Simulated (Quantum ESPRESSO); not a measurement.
# TePb (Fm-3m) in Quantum ESPRESSO: notebook

Aim: see how the results for TePb move with the level of theory and the settings. Levels: PBEsol, BLYP. Tasks: Wannier functions, phonons.

Program: Quantum ESPRESSO 7.5. These are calculated values, not measurements. Logs are shortened: lines on timing, memory, paths and dates and some standing lists are left out, and cuts for length are marked.

**Measured values to compare with.**

A printed reference work, monograph reports, for a bulk crystal of TePb: high-frequency dielectric constant 32.8 at 300 K; high-frequency dielectric constant 36.9 at 77 K.

The runs below are set against these values where they give the same quantity.

## (1) The crystal as given

The structure is cubic, space group Fm-3m (No. 225). Conventional cell: a = 6.462 Å, b = 6.462 Å, c = 6.462 Å, α = 90.00°, β = 90.00°, γ = 90.00°. Pb (site symmetry m-3m) is surrounded by 6 Te at 3.23 Å. Te (site symmetry m-3m) is surrounded by 6 Pb at 3.23 Å.

## (2) Wannier functions, PBEsol

Contents of pw.in:

```
&CONTROL
  calculation = 'scf'
  prefix = 'pwscf'
  outdir = './tmp'
  pseudo_dir = './pseudo'
  tprnfor = .true.
  tstress = .true.
  disk_io = 'low'
/
&SYSTEM
  ibrav = 0
  nat = 2
  ntyp = 2
  ecutwfc = 80
  nbnd = 22
  occupations = 'smearing'
  smearing = 'fd'
  degauss = 0.00367493
/
&ELECTRONS
  conv_thr = 4d-10
  electron_maxstep = 120
  mixing_beta = 0.5
/
ATOMIC_SPECIES
Pb   207.2000 Pb.upf
Te   127.6000 Te.upf
CELL_PARAMETERS angstrom
   0.0000000000    3.2310000000    3.2310000000
   3.2310000000    0.0000000000    3.2310000000
   3.2310000000    3.2310000000    0.0000000000
ATOMIC_POSITIONS crystal
Pb     0.0000000000    0.0000000000    0.0000000000
Te     0.5000000000    0.5000000000    0.5000000000
K_POINTS automatic
5 5 5 0 0 0
```

Contents of nscf.in:

```
&CONTROL
  calculation = 'nscf'
  prefix = 'pwscf'
  outdir = './tmp'
  pseudo_dir = './pseudo'
  disk_io = 'low'
/
&SYSTEM
  ibrav = 0
  nat = 2
  ntyp = 2
  ecutwfc = 80
  nbnd = 21
  occupations = 'smearing'
  smearing = 'fd'
  degauss = 0.00367493
  nosym = .true.
  noinv = .true.
/
&ELECTRONS
  conv_thr = 1d-09
  electron_maxstep = 120
  mixing_beta = 0.5
  diago_full_acc = .true.
/
ATOMIC_SPECIES
Pb   207.2000 Pb.upf
Te   127.6000 Te.upf
CELL_PARAMETERS angstrom
   0.0000000000    3.2310000000    3.2310000000
   3.2310000000    0.0000000000    3.2310000000
   3.2310000000    3.2310000000    0.0000000000
ATOMIC_POSITIONS crystal
Pb     0.0000000000    0.0000000000    0.0000000000
Te     0.5000000000    0.5000000000    0.5000000000
K_POINTS crystal
64
  0.00000000   0.00000000   0.00000000 1.56250000e-02
  0.00000000   0.00000000   0.25000000 1.56250000e-02
  0.00000000   0.00000000   0.50000000 1.56250000e-02
  0.00000000   0.00000000   0.75000000 1.56250000e-02
  0.00000000   0.25000000   0.00000000 1.56250000e-02
  0.00000000   0.25000000   0.25000000 1.56250000e-02
[... 56 lines left out ...]
  0.75000000   0.75000000   0.50000000 1.56250000e-02
  0.75000000   0.75000000   0.75000000 1.56250000e-02
```

Contents of pw2wan.in:

```
&INPUTPP
  prefix = 'pwscf'
  outdir = './tmp'
  seedname = 'w'
  write_mmn = .true.
  write_amn = .true.
/
```

Contents of bands.in:

```
&CONTROL
  calculation = 'bands'
  prefix = 'pwscf'
  outdir = './tmp'
  pseudo_dir = './pseudo'
  disk_io = 'low'
/
&SYSTEM
  ibrav = 0
  nat = 2
  ntyp = 2
  ecutwfc = 80
  nbnd = 21
  occupations = 'smearing'
  smearing = 'fd'
  degauss = 0.00367493
/
&ELECTRONS
  conv_thr = 1d-08
  electron_maxstep = 120
  mixing_beta = 0.5
  diago_full_acc = .true.
/
ATOMIC_SPECIES
Pb   207.2000 Pb.upf
Te   127.6000 Te.upf
CELL_PARAMETERS angstrom
   0.0000000000    3.2310000000    3.2310000000
   3.2310000000    0.0000000000    3.2310000000
   3.2310000000    3.2310000000    0.0000000000
ATOMIC_POSITIONS crystal
Pb     0.0000000000    0.0000000000    0.0000000000
Te     0.5000000000    0.5000000000    0.5000000000
K_POINTS crystal
77
  0.00000000   0.00000000   0.00000000 1
  0.04166700   0.00000000   0.04166700 1
  0.08333300   0.00000000   0.08333300 1
  0.12500000   0.00000000   0.12500000 1
  0.16666700   0.00000000   0.16666700 1
  0.20833300   0.00000000   0.20833300 1
[... 69 lines left out ...]
  0.53125000   0.06250000   0.53125000 1
  0.50000000   0.00000000   0.50000000 1
```

Contents of w.win:

```
num_wann = 8
num_bands = 16
guiding_centres = true
dis_froz_max = 4.86
dis_num_iter = 600
dis_mix_ratio = 0.5
dis_conv_tol = 1.0d-9
num_iter = 0
conv_tol = 1.0d-9
conv_window = 4
num_print_cycles = 40
fermi_energy = 9.2838
bands_plot = true
write_hr = true
mp_grid = 4 4 4
exclude_bands = 1-5
begin projections
Pb: s;p
Te: s;p
end projections
begin unit_cell_cart
ang
  0.0000000000   3.2310000000   3.2310000000
  3.2310000000   0.0000000000   3.2310000000
  3.2310000000   3.2310000000   0.0000000000
end unit_cell_cart
begin atoms_frac
Pb   0.0000000000   0.0000000000   0.0000000000
Te   0.5000000000   0.5000000000   0.5000000000
end atoms_frac
begin kpoint_path
G   0.0000000000   0.0000000000   0.0000000000  X   0.5000000000   0.0000000000   0.5000000000
X   0.5000000000   0.0000000000   0.5000000000  W   0.5000000000   0.2500000000   0.7500000000
W   0.5000000000   0.2500000000   0.7500000000  K   0.3750000000   0.3750000000   0.7500000000
K   0.3750000000   0.3750000000   0.7500000000  G   0.0000000000   0.0000000000   0.0000000000
G   0.0000000000   0.0000000000   0.0000000000  L   0.5000000000   0.5000000000   0.5000000000
L   0.5000000000   0.5000000000   0.5000000000  U   0.6250000000   0.2500000000   0.6250000000
U   0.6250000000   0.2500000000   0.6250000000  W   0.5000000000   0.2500000000   0.7500000000
W   0.5000000000   0.2500000000   0.7500000000  L   0.5000000000   0.5000000000   0.5000000000
L   0.5000000000   0.5000000000   0.5000000000  K   0.3750000000   0.3750000000   0.7500000000
U   0.6250000000   0.2500000000   0.6250000000  X   0.5000000000   0.0000000000   0.5000000000
end kpoint_path
bands_num_points = 12
begin kpoints
  0.00000000   0.00000000   0.00000000
  0.00000000   0.00000000   0.25000000
  0.00000000   0.00000000   0.50000000
  0.00000000   0.00000000   0.75000000
  0.00000000   0.25000000   0.00000000
  0.00000000   0.25000000   0.25000000
[... 56 lines left out ...]
  0.75000000   0.75000000   0.50000000
  0.75000000   0.75000000   0.75000000
end kpoints
```

Potentials or basis: PseudoDojo 0.4.1 SR PBEsol standard.

The run is started by

```sh
> OMP_NUM_THREADS=1 pw.x -in pw.in > pw.out
> OMP_NUM_THREADS=1 pw.x -in nscf.in > nscf.out
> wannier90.x -pp w
> OMP_NUM_THREADS=1 pw2wannier90.x -in pw2wan.in > pw2wan.out
> wannier90.x w
> OMP_NUM_THREADS=1 pw.x -in bands.in > bands.out
```

pw.out:

```text
This program is part of the open-source Quantum ESPRESSO suite
     for quantum simulation of materials; please cite
[... 9 lines left out ...]
     --------------------
     sticks:   dense  smooth     PW     G-vecs:    dense   smooth      PW
     Sum        1651    1651    475                44039    44039    6735

     Using Slab Decomposition

     bravais-lattice index     =            0
     lattice parameter (alat)  =       8.6348  a.u.
     unit-cell volume          =     455.2369 (a.u.)^3
     number of atoms/cell      =            2
     number of atomic types    =            2
     number of electrons       =        30.00
     number of Kohn-Sham states=           22
     kinetic-energy cutoff     =      80.0000  Ry
     charge density cutoff     =     320.0000  Ry
     scf convergence threshold =      4.0E-10
     mixing beta               =       0.5000
     number of iterations used =            8  plain     mixing
     Exchange-correlation= PBESOL
                           (   1   4  10   8   0   0   0)

     celldm(1)=   8.634771  celldm(2)=   0.000000  celldm(3)=   0.000000
     celldm(4)=   0.000000  celldm(5)=   0.000000  celldm(6)=   0.000000

     crystal axes: (cart. coord. in units of alat)
               a(1) = (   0.000000   0.707107   0.707107 )
               a(2) = (   0.707107   0.000000   0.707107 )
               a(3) = (   0.707107   0.707107   0.000000 )

     reciprocal axes: (cart. coord. in units 2 pi/alat)
               b(1) = ( -0.707107  0.707107  0.707107 )
               b(2) = (  0.707107 -0.707107  0.707107 )
               b(3) = (  0.707107  0.707107 -0.707107 )

     PseudoPot. # 1 for Pb read from file:
     Pb.upf
     Pseudo is Norm-conserving + core correction, Zval = 14.0
     Generated using ONCVPSP code by D. R. Hamann
     Using radial grid of 1678 points,  6 beta functions with:
                l(1) =   0
                l(2) =   0
                l(3) =   1
                l(4) =   1
                l(5) =   2
                l(6) =   2

     PseudoPot. # 2 for Te read from file:
     Te.upf
     Pseudo is Norm-conserving + core correction, Zval = 16.0
     Generated using ONCVPSP code by D. R. Hamann
     Using radial grid of 1294 points,  6 beta functions with:
                l(1) =   0
                l(2) =   0
                l(3) =   1
                l(4) =   1
                l(5) =   2
                l(6) =   2

     atomic species   valence    mass     pseudopotential
     Pb               14.00   207.20000     Pb( 1.00)
     Te               16.00   127.60000     Te( 1.00)

     48 Sym. Ops., with inversion, found

   Cartesian axes

     site n.     atom                  positions (alat units)
         1        Pb     tau(   1) = (   0.0000000   0.0000000   0.0000000  )
         2        Te     tau(   2) = (   0.7071068   0.7071068   0.7071068  )

     number of k points=    10  Fermi-Dirac smearing, width (Ry)=  0.0037
                       cart. coord. in units 2pi/alat
        k(    1) = (   0.0000000   0.0000000   0.0000000), wk =   0.0160000
        k(    2) = (   0.1414214   0.1414214  -0.1414214), wk =   0.1280000
        k(    3) = (   0.2828427   0.2828427  -0.2828427), wk =   0.1280000
        k(    4) = (   0.2828427  -0.0000000   0.0000000), wk =   0.0960000
        k(    5) = (   0.4242641   0.1414214  -0.1414214), wk =   0.3840000
        k(    6) = (  -0.1414214  -0.4242641   0.4242641), wk =   0.3840000
        k(    7) = (   0.0000000  -0.2828427   0.2828427), wk =   0.1920000
        k(    8) = (   0.5656854  -0.0000000   0.0000000), wk =   0.0960000
        k(    9) = (   0.0000000  -0.5656854   0.5656854), wk =   0.1920000
        k(   10) = (  -0.1414214  -0.4242641   0.7071068), wk =   0.3840000

     Dense  grid:    44039 G-vectors     FFT dimensions: (  50,  50,  50)

     Initial potential from superposition of free atoms

     starting charge      29.9979, renormalised to      30.0000
     Starting wfcs are   18 randomized atomic wfcs +    4 random wfcs

     Self-consistent Calculation

     iteration #  1     ecut=    80.00 Ry     beta= 0.50
     Davidson diagonalization with overlap
     ethr =  1.00E-02,  avg # of iterations =  5.2

     Threshold (ethr) on eigenvalues was too large:
     Diagonalizing with lowered threshold

     Davidson diagonalization with overlap
     ethr =  9.98E-05,  avg # of iterations =  4.2

     total energy              =    -349.94508360 Ry
     estimated scf accuracy    <       0.02893226 Ry
[... 43 lines left out ...]
     iteration #  8     ecut=    80.00 Ry     beta= 0.50
     Davidson diagonalization with overlap
     ethr =  4.88E-12,  avg # of iterations =  2.2

     End of self-consistent calculation

          k = 0.0000 0.0000 0.0000 (  5577 PWs)   bands (ev):

   -27.2711 -27.2711 -27.2658 -27.2658 -27.2658  -7.7661  -7.7661  -7.7566
    -7.7566  -7.7566  -3.1724   3.2366   7.5408   7.5408   7.5408  12.9485
    12.9485  12.9485  14.6546  14.6546  14.6546  16.2153

          k = 0.1414 0.1414-0.1414 (  5498 PWs)   bands (ev):

   -27.2711 -27.2711 -27.2657 -27.2656 -27.2656  -7.7712  -7.7712  -7.7558
    -7.7510  -7.7510  -2.8347   2.2540   7.6420   7.6420   8.0348  11.4130
    11.7187  11.7187  14.5712  15.3933  15.3933  18.3241

          k = 0.2828 0.2828-0.2828 (  5510 PWs)   bands (ev):

   -27.2710 -27.2710 -27.2655 -27.2653 -27.2653  -7.7806  -7.7806  -7.7547
    -7.7409  -7.7409  -1.9898   0.6299   7.9197   7.9197   8.6758   9.8572
    10.3420  10.3420  16.1733  17.3432  17.3432  19.2507

          k = 0.2828-0.0000 0.0000 (  5525 PWs)   bands (ev):

   -27.2711 -27.2710 -27.2658 -27.2654 -27.2654  -7.7836  -7.7622  -7.7601
    -7.7480  -7.7480  -2.7245   2.2722   6.9511   6.9511   8.2816  10.6954
    13.1658  13.1658  13.2111  16.5301  16.5301  17.0140

          k = 0.4243 0.1414-0.1414 (  5484 PWs)   bands (ev):

   -27.2711 -27.2709 -27.2657 -27.2652 -27.2652  -7.7972  -7.7671  -7.7582
    -7.7421  -7.7385  -2.0492   1.2155   6.6436   6.8216   7.1097  11.7416
    12.3731  12.3891  13.7609  17.9540  18.3383  18.8983

          k =-0.1414-0.4243 0.4243 (  5509 PWs)   bands (ev):

   -27.2711 -27.2709 -27.2655 -27.2653 -27.2652  -7.7935  -7.7763  -7.7508
    -7.7432  -7.7385  -1.5965   0.5091   5.9032   7.3778   7.7362  10.9149
    11.0719  13.0298  15.8957  16.6895  17.2981  19.7673

          k = 0.0000-0.2828 0.2828 (  5494 PWs)   bands (ev):

   -27.2710 -27.2710 -27.2656 -27.2654 -27.2654  -7.7779  -7.7779  -7.7535
    -7.7471  -7.7441  -2.3153   1.3992   6.2771   8.1141   8.7103  10.1253
    10.4365  13.1556  15.1008  15.6079  17.5674  18.1440

          k = 0.5657-0.0000 0.0000 (  5498 PWs)   bands (ev):

   -27.2713 -27.2708 -27.2660 -27.2650 -27.2650  -7.8230  -7.7658  -7.7559
    -7.7330  -7.7330  -1.7171   1.5678   4.9963   6.1849   6.1849  12.2178
    14.1093  14.1093  14.4826  18.6020  18.6292  20.0915

          k = 0.0000-0.5657 0.5657 (  5498 PWs)   bands (ev):

   -27.2713 -27.2708 -27.2658 -27.2650 -27.2650  -7.8198  -7.7619  -7.7606
    -7.7352  -7.7327  -1.4107   1.0667   4.5974   6.3948   6.5491  12.6210
    13.1195  13.6787  15.0299  18.2263  18.5140  20.3523

          k =-0.1414-0.4243 0.7071 (  5494 PWs)   bands (ev):

   -27.2712 -27.2708 -27.2656 -27.2653 -27.2650  -7.8080  -7.7686  -7.7543
    -7.7432  -7.7332  -1.4963   0.8732   5.4540   5.4556   8.1850  10.7648
    13.5308  13.7206  15.0351  16.5222  19.1066  19.1686

     the Fermi energy is     9.3009 ev

!    total energy              =    -349.95195297 Ry
     estimated scf accuracy    <          6.0E-11 Ry
     smearing contrib. (-TS)   =      -0.00000018 Ry
     internal energy E=F+TS    =    -349.95195279 Ry

     The total energy is F=E-TS. E is the sum of the following terms:
     one-electron contribution =    -133.63175301 Ry
     hartree contribution      =      81.74275513 Ry
     xc contribution           =     -88.37726389 Ry
     ewald contribution        =    -209.68569103 Ry

     convergence has been achieved in   8 iterations

     Forces acting on atoms (cartesian axes, Ry/au):

     atom    1 type  1   force =     0.00000000   -0.00000000   -0.00000000
     atom    2 type  2   force =     0.00000000    0.00000000   -0.00000000

     Total force =     0.000000     Total SCF correction =     0.000000

     Computing stress (Cartesian axis) and pressure

          total   stress  (Ry/bohr**3)                   (kbar)     P=       -3.84
  -0.00002612   0.00000000   0.00000000           -3.84        0.00        0.00
   0.00000000  -0.00002612   0.00000000            0.00       -3.84        0.00
   0.00000000   0.00000000  -0.00002612            0.00        0.00       -3.84

=------------------------------------------------------------------------------=
   JOB DONE.
=------------------------------------------------------------------------------=
```

Run time: 69 s. Hardware: 1 thread of AMD EPYC 9R45 (Zen 5), shared host; peak memory 0.19 GiB.

The run converged, but a check on its numbers failed (symmetry, net force, bounds or a known fault of this set-up), so they aren't taken as properties of the crystal.

Caveat: the set of functions is too small for the bands in its window; this odd mesh misses L, where the gap lies, so gap, dielectric constants and Born charges aren't listed; spin-orbit coupling is left out, which moves the levels of the heavy elements.

(Continued in part 2 of 2.)
